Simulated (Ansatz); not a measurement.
KBr (Fm-3m) under several functionals

**The experiment to reproduce.**

From a printed reference work, data compilation, for a bulk crystal of KBr at 298.15 K: lattice constant a 6.5982 ± 0.0002 Å.

Plane-wave DFT in Ansatz with scalar-relativistic PAW potentials. The same structure was relaxed (cell and atoms, symmetry kept) in separate runs at each level. No spin polarisation.

| level | cutoff (eV) | k mesh | V (Å³/atom) | a (Å) | gap (eV) |
| --- | --- | --- | --- | --- | --- |
| LDA | 420 | 6×6×6 | 32.328 | 6.371 | 4.32 |
| PBEsol | 420 | 6×6×6 | 35.120 | 6.550 | 4.34 |
| PBE | 420 | 6×6×6 | 37.594 | 6.700 | 4.32 |

Task: Where does r2SCAN (500 eV, k mesh 6×6×6) fall?

Result: V (Å³/atom) 36.082, a (Å) 6.609, gap (eV) 5.07. Its volume is between those of PBEsol and PBE. The usual order of volumes, LDA < PBEsol < PBE, holds here (32.328, 35.120, 37.594 Å³/atom). As a rule LDA overbinds; PBEsol, built on the gradient expansion of slowly varying densities, lies between LDA and PBE; PBE's stronger gradient term for exchange weakens bonds. r2SCAN lies 4.0 % under PBE in volume. Each gap belongs to its own cell, so it mixes the functional's effect with that of the volume; gaps are the least found on the k mesh or on a band path.

For PBE: Measured lattice constant a of KBr: 6.5982 Å (298.15 K; a printed reference work, data compilation). This calculation gives 6.700 Å (+1.5 %). The calculations are for 0 K without zero-point motion.

Cost: 4 runs of about 0.62 core-minutes in all, on AMD EPYC 9R45 (Zen 5), Intel Xeon Platinum 8375C (Ice Lake), Intel Xeon Processor @ 2.70GHz (shared hosts).